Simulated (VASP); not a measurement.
Write the native input for VASP 6.6.1 that does the following.

```yaml
Task: band structure
Functional: PBE
Potentials_or_basis: VASP PAW PBE potentials, release 64 (Se)
Cutoff: 600 eV
k_mesh: 9 × 9 × 9
Occupations: fermi-dirac, width 0.05 eV
Spin: no spin polarisation
Further_INCAR_settings: ALGO = Normal; EDIFF = 1e-06
```

Crystal: Se.

```
CELL_PARAMETERS angstrom
2.81056 0.00000 0.00000
0.00000 2.81056 0.00000
0.00000 0.00000 2.81056
ATOMIC_POSITIONS crystal
Se 0.00000 0.00000 0.00000
```

This isn't the form of Se at room conditions, which is trigonal, of chains.

One way to write it, as run:

POSCAR

```
Se
1.0
    2.8105630200      0.0000000000      0.0000000000
    0.0000000000      2.8105630200      0.0000000000
    0.0000000000      0.0000000000      2.8105630200
Se
1
Direct
    0.0000000000      0.0000000000      0.0000000000
```

INCAR.step1

```
  PREC = Accurate
  ENCUT = 600
  EDIFF = 1E-6
  ISMEAR = -1
  SIGMA = 0.05
  LREAL = False
  LASPH = True
  NELM = 100
  ALGO = Normal
  ISIF = 2
  LWAVE = False
  LCHARG = True
  GGA = PE
```

KPOINTS.step1

```
Automatic mesh
0
Gamma
  9 9 9
```

INCAR.step2

```
  PREC = Accurate
  ENCUT = 600
  EDIFF = 1E-6
  ISMEAR = 0
  SIGMA = 0.05
  LREAL = False
  LASPH = True
  NELM = 100
  ALGO = Normal
  ISIF = 2
  LWAVE = False
  LCHARG = False
  GGA = PE
  ICHARG = 11
```

KPOINTS.step2

```
path GXMGRX,MR
15
line-mode
reciprocal
 0.0000000000  0.0000000000  0.0000000000  G
 0.0000000000  0.5000000000  0.0000000000  X

 0.0000000000  0.5000000000  0.0000000000  X
 0.5000000000  0.5000000000  0.0000000000  M

 0.5000000000  0.5000000000  0.0000000000  M
 0.0000000000  0.0000000000  0.0000000000  G

 0.0000000000  0.0000000000  0.0000000000  G
 0.5000000000  0.5000000000  0.5000000000  R

 0.5000000000  0.5000000000  0.5000000000  R
 0.0000000000  0.5000000000  0.0000000000  X

 0.5000000000  0.5000000000  0.0000000000  M
 0.5000000000  0.5000000000  0.5000000000  R
```

Potentials or basis: VASP PAW PBE potentials, release 64 (Se).

Command:

```bash
$ cat potpaw_PBE.64/Se/POTCAR > POTCAR
$ cp INCAR.step1 INCAR
$ cp KPOINTS.step1 KPOINTS
$ mpirun -np 1 vasp_std > vasp.out
$ cp INCAR.step2 INCAR
$ cp KPOINTS.step2 KPOINTS
$ mpirun -np 1 vasp_std > vasp.out
```

It gave:

```
Band gap along the path : none (metal or under the smearing width)
```

Caveat: the log is that of the step along the path at fixed density, whose energy, stress, charges and moments have no meaning.

It took 4.7 s on 1 thread of Intel(R) Xeon(R) 6975P-C (Granite Rapids), on a shared host, peak memory 0.14 GiB.
